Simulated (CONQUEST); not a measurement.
# ZnSe (Stilleite) under changes of volume

One of the cells (22.757 Å³/atom); the others are scaled copies at fixed shape and fractional positions:

```
Se Zn
1.0
     4.00760    0.00000    0.00000
     0.00000    4.00760    0.00000
     0.00000    0.00000    5.66760
Se Zn
2 2
Cartesian
  0.0000 2.0038 1.4169
  2.0038 0.0000 4.2507
  0.0000 0.0000 0.0000
  2.0038 2.0038 2.8338
```

| Property | Result |
| --- | --- |
| Program | CONQUEST 1.3 |
| Functional | PBE |
| Potentials or basis | PseudoDojo NC PBE, DZP, grid of 40 × 40 × 60 points |
| k mesh | 7 × 7 × 5 |
| Occupations | fermi-dirac, width 0.05 eV |
| Spin | no spin polarisation |

```csv
volume (Å³/atom),energy over the lowest point (meV/atom),pressure (GPa),gap on the mesh (eV)
21.391,?,?,?
21.846,53.60,7.4,1.70
22.301,34.90,5.8,1.59
22.757,20.55,4.3,1.49
23.212,10.19,3.0,1.40
23.667,3.47,1.8,1.30
24.122,0.00,0.6,1.22
```

**Question.** What does the run at 21.391 Å³/atom give?

**Answer.** Energy over the lowest point 77.34 meV/atom; pressure 9.3 GPa; gap on the mesh 1.81 eV.

Worked out: A Birch-Murnaghan fit of order 3 (a polynomial in V^(-2/3)) to the other rows has its minimum at 24.42 Å³/atom, just outside them, with B0 = V·E''(V) = 53 GPa and B' = 4.1. It gives 77.13 meV/atom at 21.391 Å³/atom, against the run's 77.34, and -dE/dV = 9.2 GPa, against 9.3. A straight line through the other rows of the gap, of slope -4.85 eV per unit of ln V, extrapolates to 1.80 eV, against the run's 1.81.

Energies are extrapolated to zero smearing.

Caveats: an odd mesh through Γ misses points on the zone boundary, where band edges often lie; the basis of atomic orbitals isn't converged, which shifts pressures, moduli and gaps; the real-space grid breaks the cell's symmetry a little (some runs). Spin-orbit coupling on Se is left out.
